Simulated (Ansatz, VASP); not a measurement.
# Ti2Si3: VASP beside Ansatz

```
Ti Si
1.0
     5.86600    0.00000    0.00000
     0.00000    5.86600    0.00000
     0.00000    0.00000    5.86600
Ti Si
4 6
Direct
  0.25000 0.25000 0.25000
  0.25000 0.75000 0.75000
  0.75000 0.75000 0.25000
  0.75000 0.25000 0.75000
  0.00000 0.50000 0.50000
  0.00000 0.50000 0.00000
  0.50000 0.00000 0.50000
  0.00000 0.00000 0.50000
  0.50000 0.00000 0.00000
  0.50000 0.50000 0.00000
```

Change from the starting cell: species swapped into the Zn3As2 type (Pn-3m, No. 224).

Alike in both runs: functional PBE; k mesh 4 × 4 × 4; occupations gaussian, width 0.1 eV; no spin polarisation.

Ansatz relaxed the structure, and its values are those at the end. VASP's run is a single point on that final structure, the one shown.

```csv
,VASP,Ansatz
version,VASP 6.6.1,Ansatz 0.2.0
potentials or method,"VASP PAW PBE potentials, release 64 (Ti_sv, Si)","scalar-relativistic, plane waves, PAW"
plane-wave cutoff (eV),520,420
valence electrons in the cell,72,72
```

```csv
,VASP,Ansatz,Ansatz less VASP
gap on the k mesh at the Fermi level (eV),none,none,-
pressure (GPa),0.0,0.0,+0.05
```

A gap of «none» marks a metal or a gap that the smearing closes. The functional is the same, so the differences come from potentials, cutoffs and numerics.
